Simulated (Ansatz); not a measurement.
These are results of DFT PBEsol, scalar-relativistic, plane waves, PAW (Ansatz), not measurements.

Settings: cutoff 420 eV, Γ-centred mesh 10×10×8 on the computed 4-atom cell, Gaussian smearing of 0.10 eV; no spin polarisation.

```yaml
crystal:
  lattice:
    - [3.94349, -2.43051, 0.01431]
    - [3.94349, 2.43051, -0.01431]
    - [0.00000, -0.02760, 4.72007]
  atoms:
    - { symbol: Ga, position: [0.99758, 0.33343, 0.25274] }
    - { symbol: Ga, position: [0.33343, 0.99758, 0.74726] }
    - { symbol: Ga, position: [0.00831, 0.66068, 0.74807] }
    - { symbol: Ga, position: [0.66068, 0.00831, 0.25193] }
```

(1) Is this geometry at equilibrium? Which atom feels the largest force?

(2) Give all forces and the stress.

## Answers

(1) It isn't. Atom 4 (Ga) feels (0.14, -0.18, -0.06) eV/Å, 0.234 eV/Å in size, and symmetry-related atoms feel the same size.

(2)
| atom | Fx | Fy | Fz |
| --- | --- | --- | --- |
| Ga1 | -0.140 | -0.009 | -0.062 |
| Ga2 | -0.140 | 0.009 | 0.062 |
| Ga3 | 0.140 | 0.180 | 0.056 |
| Ga4 | 0.140 | -0.180 | -0.056 |
Stress (GPa, compression positive):
```
-5.02  0.00  0.00
 0.00 -5.27  0.21
 0.00  0.21 -4.73
```

This form isn't the element's structure at ambient conditions.